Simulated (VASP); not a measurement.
A run of VASP 6.6.1 is set up as follows.

Contents of INCAR:

```
SYSTEM = Si
  ALGO = Normal
  EDIFF = 1E-6
  EDIFFG = -0.01
  ENCUT = 300
  GGA = PE
  IBRION = 2
  ISIF = 3
  ISMEAR = 0
  LASPH = .TRUE.
  LCHARG = .FALSE.
  LREAL = .FALSE.
  LWAVE = .FALSE.
  NELM = 80
  NSW = 90
  PREC = Accurate
  SIGMA = 0.03
```

The input KPOINTS:

```
k-points
0
G
  6 6 3
  0 0 0
```

POSCAR

```
Si
1.0
    2.6655775094      0.0000000000      0.0000000000
   -1.3327887547      2.3084578389      0.0000000000
    0.0000000000      0.0000000000      4.5062692700
Si
2
Direct
    0.3333333300      0.6666666700      0.2500000000
    0.6666666700      0.3333333300      0.7500000000
```

Potentials or basis: VASP PAW PBE potentials, release 64 (Si).

Command:

```sh
$ cat potpaw_PBE.64/Si/POTCAR > POTCAR
$ mpirun -np 1 vasp_std > vasp.out
```

**Question.** What does it give for the band gap on the k mesh?

**Answer.** None (metal or under the smearing width).

**Question.** What does it give for the space group after relaxing (to 0.05 Å)?

**Answer.** P6_3/mmc (No. 194).

**Question.** What does it give for the relaxed cell?

**Answer.** a = 2.612 Å, b = 2.612 Å, c = 5.017 Å, α = 90.00°, β = 90.00°, γ = 120.00°.

Stress tensor (GPa, compression positive):
```
-0.06  0.00  0.00
 0.00 -0.06  0.00
 0.00  0.00  0.02
```

Caveat: the k mesh is coarse (spacing up to 0.46 Å⁻¹), so the values aren't converged; the cutoff is under 1.25 times the usual one of these potentials, so pressure, stress and relaxed cells hold a basis-set (Pulay) error.
